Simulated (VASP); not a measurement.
# BaS (Fm-3m) in VASP: a series of runs

Aim: see how the results for BaS move with the level of theory and the settings. Levels: RPBE, revPBE+D4, PBEsol+D4, PBEsol+D3(BJ). Tasks: single point, relaxation of cell and atoms.

Everything below comes from runs of VASP 6.6.1. Logs are shortened: lines on timing, memory, paths and dates and some standing lists are left out, and cuts for length are marked.

**What was measured.**

From a printed reference work, monograph, original work of 1988, for a bulk crystal of BaS at 2 K: band gap 3.806 eV (indirect).

How close the calculation comes is told below.

### 1 The cell of the first run

It takes space group Fm-3m (No. 225, cubic). The conventional cell has a = 6.388 Å, b = 6.388 Å, c = 6.388 Å, α = 90.00°, β = 90.00°, γ = 90.00°. Within 4.2 Å of Ba (site symmetry m-3m) lie 6 S at 3.19 Å. S (site symmetry m-3m) has 6 Ba at 3.19 Å within 4.2 Å.

### 2 Single point, RPBE

File INCAR:

```
SYSTEM = BaS
PREC = Accurate
ENCUT = 520
EDIFF = 1E-6
ISMEAR = -1
SIGMA = 0.05
LREAL = .False.
LASPH = .True.
NELM = 100
ALGO = Normal
ISIF = 2
LWAVE = .False.
LCHARG = .False.
GGA = RP
NBANDS = 15
```

File KPOINTS:

```
regular mesh
0
Gamma
  7 7 7
  0 0 0
```

File POSCAR:

```
BaS
1.0
    0.0000000000      3.1937500000      3.1937500000
    3.1937500000      0.0000000000      3.1937500000
    3.1937500000      3.1937500000      0.0000000000
Ba S
1 1
Direct
    0.0000000000      0.0000000000      0.0000000000
    0.5000000000      0.5000000000      0.5000000000
```

Potentials or basis: VASP PAW PBE potentials, release 64 (Ba_sv, S).

Started as:

```console
> cat potpaw_PBE.64/Ba_sv/POTCAR potpaw_PBE.64/S/POTCAR > POTCAR
> mpirun -np 1 vasp_std > vasp.out
```

OUTCAR:

```text
SYSTEM = BaS
   PREC = Accurate
   ENCUT = 520
   EDIFF = 1E-6
   ISMEAR = -1
   LREAL = .False.
   LASPH = .True.
   NELM = 100
   ISIF = 2
   GGA = RP

 ion  position               nearest neighbor table
   1  0.000  0.000  0.000-   2 3.19   2 3.19   2 3.19   2 3.19   2 3.19   2 3.19
   2  0.500  0.500  0.500-   1 3.19   1 3.19   1 3.19   1 3.19   1 3.19   1 3.19

  LATTYP: Found a face centered cubic cell.
 ALAT       =     6.3875000000

  Lattice vectors:

 A1 = (   0.0000000000,   3.1937500000,   3.1937500000)
 A2 = (   3.1937500000,   0.0000000000,   3.1937500000)
 A3 = (   3.1937500000,   3.1937500000,   0.0000000000)

Analysis of symmetry for initial positions (statically):
=====================================================================
 Subroutine PRICEL returns:
 Original cell was already a primitive cell.

 Routine SETGRP: Setting up the symmetry group for a
 face centered cubic supercell.

 Subroutine GETGRP returns: Found 48 space group operations
 (whereof 48 operations were pure point group operations)
 out of a pool of 48 trial point group operations.

The static configuration has the point symmetry O_h .

Analysis of symmetry for dynamics (positions and initial velocities):
=====================================================================
 Subroutine PRICEL returns:
 Original cell was already a primitive cell.

 Routine SETGRP: Setting up the symmetry group for a
 face centered cubic supercell.

 Subroutine GETGRP returns: Found 48 space group operations
 (whereof 48 operations were pure point group operations)
 out of a pool of 48 trial point group operations.

The dynamic configuration has the point symmetry O_h .

 Subroutine INISYM returns: Found 48 space group operations
 (whereof 48 operations are pure point group operations),
 and found     1 'primitive' translations

----------------------------------------------------------------------------------------

                                     Primitive cell

  volume of cell :      65.1527

  direct lattice vectors                    reciprocal lattice vectors
     0.000000000  3.193750000  3.193750000    -0.156555773  0.156555773  0.156555773
     3.193750000  0.000000000  3.193750000     0.156555773 -0.156555773  0.156555773
     3.193750000  3.193750000  0.000000000     0.156555773  0.156555773 -0.156555773

  length of vectors
     4.516644565  4.516644565  4.516644565     0.271162553  0.271162553  0.271162553

  position of ions in fractional coordinates (direct lattice)
     0.000000000  0.000000000  0.000000000
     0.500000000  0.500000000  0.500000000

  ion indices of the primitive-cell ions
   primitive index   ion index
                 1           1
                 2           2

----------------------------------------------------------------------------------------

 KPOINTS: regular mesh

Automatic generation of k-mesh.
 Grid dimensions read from file:
 generate k-points for:    7    7    7

 Generating k-lattice:

  Cartesian coordinates                     Fractional coordinates (reciprocal lattice)
    -0.022365110  0.022365110  0.022365110     0.142857143  0.000000000  0.000000000
     0.022365110 -0.022365110  0.022365110     0.000000000  0.142857143  0.000000000
     0.022365110  0.022365110 -0.022365110     0.000000000  0.000000000  0.142857143

  Length of vectors
     0.038737508  0.038737508  0.038737508

  Shift w.r.t. Gamma in fractional coordinates (k-lattice)
     0.000000000  0.000000000  0.000000000

 Subroutine IBZKPT returns following result:
 ===========================================

 Found     20 irreducible k-points:

 Following reciprocal coordinates:
            Coordinates               Weight
  0.000000  0.000000  0.000000      1.000000
  0.142857  0.000000  0.000000      8.000000
  0.285714  0.000000  0.000000      8.000000
  0.428571  0.000000  0.000000      8.000000
  0.142857  0.142857  0.000000      6.000000
  0.285714  0.142857  0.000000     24.000000
[... 12 lines left out ...]
 -0.428571  0.428571  0.142857     24.000000
 -0.285714  0.428571  0.142857     24.000000
   k-points           NKPTS =     20   k-points in BZ     NKDIM =     20   number of bands    NBANDS=     15
   number of dos      NEDOS =    301   number of ions     NIONS =      2
   total plane-waves  NPLWV =  46656
   dimension x,y,z NGX =    36 NGY =   36 NGZ =   36
   dimension x,y,z NGXF=    72 NGYF=   72 NGZF=   72
   ions per type =               1   1
   NGX,Y,Z   is equivalent  to a cutoff of  13.25, 13.25, 13.25 a.u.
   NGXF,Y,Z  is equivalent  to a cutoff of  26.50, 26.50, 26.50 a.u.
 SYSTEM =  BaS
   PREC   = accura    normal or accurate (medium, high low for compatibility)
   ISTART =      0    job   : 0-new  1-cont  2-samecut
   ICHARG =      2    charge: 1-file 2-atom 10-const
   ISPIN  =      1    spin polarized calculation?
   LNONCOLLINEAR =      F non collinear calculations
   LSORBIT =      F    spin-orbit coupling
   LASPH  =      T    aspherical Exc in radial PAW
   ENCUT  =  520.0 eV  38.22 Ry    6.18 a.u.   8.40  8.40  8.40*2*pi/ulx,y,z
   NELM   =    100;   NELMIN=  2; NELMDL= -5     # of ELM steps
   EDIFF  = 0.1E-05   stopping-criterion for ELM
   LREAL  =      F    real-space projection
[... 7 lines left out ...]
   TEBEG  =    0.0;   TEEND  =   0.0 temperature during run
   PSTRESS=    0.0 pullay stress
   NELECT =      16.0000    total number of electrons
   NUPDOWN=      -1.0000    fix difference up-down
   EMIN   =  10.00;   EMAX   =-10.00  energy-range for DOS
   EFERMI =   0.00;   METHOD = LEGACY
   ISMEAR =    -1;   SIGMA  =   0.05  broadening in eV -4-tet -1-fermi 0-gaus
   EFERMI_NEDOS =   21; number of points for ismear=-14 and -15
   IALGO  =     38    algorithm
   IMIX   =      4    mixing-type and parameters
     AMIX     =   0.40;   BMIX     =  1.00
     AMIX_MAG =   1.60;   BMIX_MAG =  1.00
  volume/ion in A,a.u.               =      32.58       219.84
  Fermi-wavevector in a.u.,A,eV,Ry     =   1.025189  1.937326 14.299891  1.051012
  Thomas-Fermi vector in A             =   2.159016
   LORBIT       =      0    0 simple, 1 ext, 2 COOP (PROOUT), +10 PAW based schemes
   GGA     = RP    functional components
   LHFCALC =     F    Hartree Fock is set to
   AEXX    =    0.0000 exact exchange contribution
   IVDW    =     0    specifies the selected vdW correction
   LEPSILON=     F    determine dielectric tensor
   LRPA    =     F    only Hartree local field effects (RPA)
 non-spin polarized calculation
  energy-cutoff  :      520.00
  volume of cell :       65.15
 maximum number of plane-waves:      1807
 NGX is ok and might be reduce to    36
   NGX = 17   NGY = 17   NGZ = 17

 number of electron      16.0000001 magnetization

 Free energy of the ion-electron system (eV)
  ---------------------------------------------------
  ext. energy  EPLUGINS =         0.00000000
  ---------------------------------------------------
  free energy    TOTEN  =        -9.61244103 eV

  energy without entropy =       -9.61244103  energy(sigma->0) =       -9.61244103

 E-fermi :   2.6867     XC(G=0):  -8.4102

 val. band max:        1.5694501357   @ k =   0.0000   0.0000   0.0000
 cond. band min:       3.8790496028   @ k =   0.4286   0.4286   0.0000
 fundamental gap:      2.3095994671
 Fermi energy:         2.6867271538

 k-point     1 :       0.0000    0.0000    0.0000
  band No.  band energies     occupation
      1     -24.5452      2.00000
      2      -9.6150      2.00000
      3      -9.6150      2.00000
      4      -9.6150      2.00000
      5      -8.7745      2.00000
      6       1.5695      2.00000
      7       1.5695      2.00000
      8       1.5695      2.00000
      9       5.4012      0.00000
     10       5.5358      0.00000
     11       5.5358      0.00000
     12       5.5358      0.00000
     13       6.4011      0.00000
     14       6.4011      0.00000
     15      10.5657      0.00000

 k-point     2 :       0.1429    0.0000    0.0000
  band No.  band energies     occupation
      1     -24.5370      2.00000
      2      -9.9622      2.00000
      3      -9.6220      2.00000
      4      -9.6220      2.00000
      5      -8.4091      2.00000
      6       1.0834      2.00000
      7       1.3084      2.00000
      8       1.3084      2.00000
      9       5.5735      0.00000
     10       5.8357      0.00000
     11       5.8357      0.00000
     12       6.1249      0.00000
     13       6.9819      0.00000
     14       6.9819      0.00000
     15      11.3428      0.00000

 k-point     3 :       0.2857    0.0000    0.0000
  band No.  band energies     occupation
      1     -24.5185      2.00000
      2     -10.4188      2.00000
      3      -9.6375      2.00000
      4      -9.6375      2.00000
      5      -7.9089      2.00000
      6       0.2756      2.00000
      7       0.8406      2.00000
      8       0.8406      2.00000
      9       5.9371      0.00000
     10       6.6597      0.00000
     11       6.6597      0.00000
     12       7.4596      0.00000
     13       8.3800      0.00000
     14       8.3800      0.00000
     15      12.2729      0.00000

 k-point     4 :       0.4286    0.0000    0.0000
  band No.  band energies     occupation
      1     -24.5036      2.00000
      2     -10.6842      2.00000
      3      -9.6498      2.00000
      4      -9.6498      2.00000
      5      -7.6049      2.00000
      6      -0.2390      2.00000
      7       0.5369      2.00000
      8       0.5369      2.00000
      9       6.7843      0.00000
     10       7.7091      0.00000
     11       7.7091      0.00000
     12       7.7835      0.00000
     13       9.9545      0.00000
     14       9.9545      0.00000
     15      11.2423      0.00000
[... 235 lines left out ...]
 k-point    18 :      -0.4286    0.2857    0.1429
  band No.  band energies     occupation
      1     -24.4949      2.00000
      2     -10.4452      2.00000
      3      -9.8299      2.00000
      4      -9.7290      2.00000
      5      -7.9384      2.00000
      6       0.2233      2.00000
      7       0.7108      2.00000
      8       0.9853      2.00000
      9       5.7926      0.00000
     10       6.9381      0.00000
     11       8.0726      0.00000
     12       8.2753      0.00000
     13       9.4517      0.00000
     14      10.5674      0.00000
     15      10.9102      0.00000

 k-point    19 :      -0.4286    0.4286    0.1429
  band No.  band energies     occupation
      1     -24.4905      2.00000
      2     -10.1922      2.00000
      3      -9.8729      2.00000
      4      -9.8451      2.00000
      5      -8.2820      2.00000
      6       0.7303      2.00000
      7       0.9589      2.00000
      8       1.2369      2.00000
      9       4.6900      0.00000
     10       7.5008      0.00000
     11       7.8113      0.00000
     12       8.7319      0.00000
     13       8.9582      0.00000
     14       9.7485      0.00000
     15      11.1247      0.00000

 k-point    20 :      -0.2857    0.4286    0.1429
  band No.  band energies     occupation
      1     -24.4892      2.00000
      2     -10.2274      2.00000
      3      -9.9634      2.00000
      4      -9.8217      2.00000
      5      -8.1285      2.00000
      6       0.4523      2.00000
      7       0.9958      2.00000
      8       1.0687      2.00000
      9       5.6236      0.00000
     10       6.5291      0.00000
     11       8.0322      0.00000
     12       8.7055      0.00000
     13       8.8447      0.00000
     14      10.8360      0.00000
     15      11.8711      0.00000

------------------------ aborting loop because EDIFF is reached ----------------------------------------

  FORCE on cell =-STRESS in cart. coord.  units (eV):
  Direction    XX          YY          ZZ          XY          YZ          ZX
  --------------------------------------------------------------------------------------
  -------------------------------------------------------------------------------------
  Total        1.2253532      1.2253532      1.2253532     -0.0000000      0.0000000     -0.0000000
  in kB       30.1327756     30.1327756     30.1327756     -0.0000000      0.0000000     -0.0000000
  external PRESSURE =      30.1327756 kB  Pullay stress =       0.0000000 kB

 VOLUME and BASIS-vectors are now :
 -----------------------------------------------------------------------------
  energy-cutoff  :      520.00
  volume of cell :       65.15
      direct lattice vectors                 reciprocal lattice vectors
     0.000000000  3.193750000  3.193750000    -0.156555773  0.156555773  0.156555773
     3.193750000  0.000000000  3.193750000     0.156555773 -0.156555773  0.156555773
     3.193750000  3.193750000  0.000000000     0.156555773  0.156555773 -0.156555773

 POSITION                                       TOTAL-FORCE (eV/Angst)
 -----------------------------------------------------------------------------------
      0.00000      0.00000      0.00000         0.000000      0.000000     -0.000000
      3.19375      3.19375      3.19375         0.000000      0.000000      0.000000
 -----------------------------------------------------------------------------------
    total drift:                                0.000000      0.000000      0.000000

  FREE ENERGIE OF THE ION-ELECTRON SYSTEM (eV)
  ---------------------------------------------------
  free  energy   TOTEN  =        -9.6124410291 eV

  energy  without entropy=       -9.6124410291  energy(sigma->0) =       -9.61244103
```

Wall time 18 s (1 thread of Intel Xeon Platinum 8259CL at 2.50GHz (Skylake/Cascade Lake), shared host); peak memory 0.2 GiB.

What came out:

```
Free energy            : -9.6124 eV
Pressure               : 3.0 GPa
Band gap on the k mesh : 2.31 eV, indirect (least direct gap 2.45 eV)
```

Caveat: the PAW data sets were made with another functional, which shifts forces and pressure a little; spin-orbit coupling is left out, which moves the levels of the heavy elements.

### 3 Single point, revPBE+D4

This run uses another cell than the first one, of 32.72 Å³/atom, 1.004 times its volume.

File INCAR:

```
PREC = Accurate
ENCUT = 520
EDIFF = 1E-6
ISMEAR = -1
SIGMA = 0.05
LREAL = F
LASPH = T
NELM = 80
ALGO = Normal
ISIF = 2
LWAVE = F
LCHARG = F
GGA = RE
IVDW = 13
NBANDS = 15
```

File KPOINTS:

```
regular mesh
0
Gamma
  7 7 7
```

File POSCAR:

```
BaS
1.0
    0.0000000000      3.1983999387      3.1983999387
    3.1983999387      0.0000000000      3.1983999387
    3.1983999387      3.1983999387      0.0000000000
Ba S
1 1
Direct
    0.0000000000      0.0000000000      0.0000000000
    0.5000000000      0.5000000000      0.5000000000
```

Potentials or basis: VASP PAW PBE potentials, release 64 (Ba_sv, S).

Started as:

```console
> cat potpaw_PBE.64/Ba_sv/POTCAR potpaw_PBE.64/S/POTCAR > POTCAR
> mpirun -np 1 vasp_std > vasp.out
```

OUTCAR:

```text
PREC = Accurate
   ENCUT = 520
   EDIFF = 1E-6
   ISMEAR = -1
   LREAL = F
   LASPH = T
   NELM = 80
   ISIF = 2
   GGA = RE
   IVDW = 13

 ion  position               nearest neighbor table
   1  0.000  0.000  0.000-   2 3.20   2 3.20   2 3.20   2 3.20   2 3.20   2 3.20
   2  0.500  0.500  0.500-   1 3.20   1 3.20   1 3.20   1 3.20   1 3.20   1 3.20

  LATTYP: Found a face centered cubic cell.
 ALAT       =     6.3967998774

  Lattice vectors:

 A1 = (   0.0000000000,   3.1983999387,   3.1983999387)
 A2 = (   3.1983999387,   0.0000000000,   3.1983999387)
 A3 = (   3.1983999387,   3.1983999387,   0.0000000000)

Analysis of symmetry for initial positions (statically):
=====================================================================
 Subroutine PRICEL returns:
 Original cell was already a primitive cell.

 Routine SETGRP: Setting up the symmetry group for a
 face centered cubic supercell.

 Subroutine GETGRP returns: Found 48 space group operations
 (whereof 48 operations were pure point group operations)
 out of a pool of 48 trial point group operations.

The static configuration has the point symmetry O_h .

Analysis of symmetry for dynamics (positions and initial velocities):
[... 170 lines left out ...]
      8       1.5169      2.00000
      9       5.2666      0.00000
     10       5.4587      0.00000
     11       5.4587      0.00000
     12       5.4587      0.00000
     13       6.3334      0.00000
     14       6.3334      0.00000
[... 329 lines left out ...]
      2     -10.2735      2.00000
      3     -10.0136      2.00000
      4      -9.8729      2.00000
      5      -8.1835      2.00000
      6       0.3998      2.00000
      7       0.9394      2.00000
      8       1.0088      2.00000
      9       5.5382      0.00000
     10       6.4413      0.00000
     11       7.9440      0.00000
     12       8.6188      0.00000
     13       8.7604      0.00000
     14      10.7209      0.00000
     15      11.7618      0.00000

------------------------ aborting loop because EDIFF is reached ----------------------------------------

  DFT-D4 for vdW energy calculation

  Edisp (eV):   -0.65674

  FORCE on cell =-STRESS in cart. coord.  units (eV):
  Direction    XX          YY          ZZ          XY          YZ          ZX
  --------------------------------------------------------------------------------------
  -------------------------------------------------------------------------------------
  Total       0.22463     0.22463     0.22463     0.00000     0.00000     0.00000
  in kB       5.49994     5.49994     5.49994     0.00000     0.00000     0.00000
  external pressure =        5.50 kB  Pullay stress =        0.00 kB

 VOLUME and BASIS-vectors are now :
 -----------------------------------------------------------------------------
  energy-cutoff  :      520.00
  volume of cell :       65.44
      direct lattice vectors                 reciprocal lattice vectors
     0.000000000  3.198399939  3.198399939    -0.156328167  0.156328167  0.156328167
     3.198399939  0.000000000  3.198399939     0.156328167 -0.156328167  0.156328167
     3.198399939  3.198399939  0.000000000     0.156328167  0.156328167 -0.156328167

 POSITION                                       TOTAL-FORCE (eV/Angst)
 -----------------------------------------------------------------------------------
      0.00000      0.00000      0.00000        -0.000000     -0.000000     -0.000000
      3.19840      3.19840      3.19840         0.000000      0.000000      0.000000
 -----------------------------------------------------------------------------------
    total drift:                                0.000000      0.000000      0.000000

  FREE ENERGIE OF THE ION-ELECTRON SYSTEM (eV)
  ---------------------------------------------------
  free  energy   TOTEN  =       -10.3375572617 eV

  energy  without entropy=      -10.3375572616  energy(sigma->0) =      -10.33755726
```

stdout:

```text
POSCAR found type information on POSCAR BaS
 POSCAR found :  2 types and       2 ions
 scaLAPACK will be used
 -----------------------------------------------------------------------------
|                                                                             |
|                                                                             |
|     You enforced a specific xc type in the INCAR file but a different       |
|     I HOPE YOU KNOW WHAT YOU ARE DOING!                                     |
|                                                                             |
 -----------------------------------------------------------------------------

 LDA part: xc-table for (Slater+PW92), standard interpolation
 POSCAR, INCAR and KPOINTS ok, starting setup
 FFT: planning ... GRIDC
 FFT: planning ... GRID_SOFT
 FFT: planning ... GRID
 WAVECAR not read
 entering main loop
```

Run time: 18 s. Hardware: 1 thread of Intel Xeon Platinum 8259CL at 2.50GHz (Skylake/Cascade Lake), shared host; peak memory 0.2 GiB.

What came out:

```yaml
Free_energy: -10.3376 eV
Pressure: 0.5 GPa
Band_gap_on_the_k_mesh: 2.28 eV, indirect (least direct gap 2.43 eV)
Dispersion_energy_per_atom: -0.328 eV
```

Caveat: the PAW data sets were made with another functional, which shifts forces and pressure a little; spin-orbit coupling is left out, which moves the levels of the heavy elements.

[end of part 1 of 2]
